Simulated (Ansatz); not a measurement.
Mo: from a trial structure to a relaxed crystal

Level of theory: DFT PBE, scalar-relativistic, plane waves, PAW (Ansatz 0.2.0). Cutoff 420 eV, Γ-centred k mesh, Gaussian smearing, no spin polarisation in the final step.

The start puts Mo on the simple hexagonal structure type (P6/mmm, No. 191), at a guessed volume.

```yaml
crystal:
  lattice:
    - [2.71263, 0.00000, 0.00000]
    - [-1.35632, 2.34921, 0.00000]
    - [0.00000, 0.00000, 2.53461]
  atoms:
    - { symbol: Mo, position: [0.00000, 0.00000, 0.00000] }
```

Cell and atoms relax at zero pressure; the relaxation can't lower the symmetry of the start. After a coarse first stage the cell is made exact in the group found at 0.06 Å.

Energies count from the standard state of Mo at the same level.

**Question.** Describe the relaxed structure.

**Answer.** It keeps P6/mmm (No. 191). The result has the simple hexagonal structure. Conventional cell: a = 2.774 Å, c = 2.522 Å. Mo is coordinated by 2 Mo at 2.52 Å and 6 Mo at 2.77 Å.

```cif
data_structure
_symmetry_space_group_name_H-M 'P6/mmm'
_symmetry_Int_Tables_number 191
_cell_length_a 2.7738
_cell_length_b 2.7738
_cell_length_c 2.5220
_cell_angle_alpha 90.000
_cell_angle_beta 90.000
_cell_angle_gamma 120.000
_cell_volume 16.80
loop_
_atom_site_label
_atom_site_type_symbol
_atom_site_symmetry_multiplicity
_atom_site_Wyckoff_symbol
_atom_site_fract_x
_atom_site_fract_y
_atom_site_fract_z
_atom_site_occupancy
Mo1 Mo 1 a 0.00000 0.00000 0.00000 1
```

**Question.** What are its volume, energy, density and gap?

**Answer.** The volume per atom is 16.80 Å³, the density is 9.48 g/cm³ and the energy over the standard structure is 0.88 eV/atom. The gap on the 24×24×22 mesh is 0 eV (a metal).

The final run used a 24×24×22 mesh on its 1-atom cell and 0.10 eV smearing. The k mesh leaves about 4 meV/atom of noise in metals. Symmetry constrained the relaxation, so the result can be a saddle point. The steps took of the order of 90 core-seconds in all.